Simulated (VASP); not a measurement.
Given:

```yaml
crystal:
  lattice:
    - [3.78341, 0.00000, 0.00000]
    - [0.00000, 3.78341, 0.00000]
    - [0.00000, 0.00000, 3.78341]
  atoms:
    - { symbol: La, position: [0.00000, 0.00000, 0.00000] }
    - { symbol: Al, position: [0.50000, 0.50000, 0.50000] }
    - { symbol: O, position: [0.50000, 0.00000, 0.50000] }
    - { symbol: O, position: [0.00000, 0.50000, 0.50000] }
    - { symbol: O, position: [0.50000, 0.50000, 0.00000] }
```

Method: r2SCAN meta-GGA, VASP's PBE PAW potentials (set 64) (plane waves; VASP). Numerical set-up: 520 eV cut-off, 6×6×6 Γ-centred mesh, Gaussian smearing of 0.050 eV, potentials La Al O.

Task: What does the run give for the energy per atom (σ→0), band gap (on the k-mesh) with the smallest direct gap where there is one?

Result: 
| Item | Result |
|---|---|
| band gap (on the k-mesh) | 4.01 eV |
| smallest direct gap (on the k-mesh) | 4.14 eV |
| energy per atom (σ→0) | -1402.7 kJ/mol of atoms |

The compound is LaAlO3 in the cubic perovskite structure, the ideal cubic form; the compound distorts at low or room temperature. It was relaxed first.
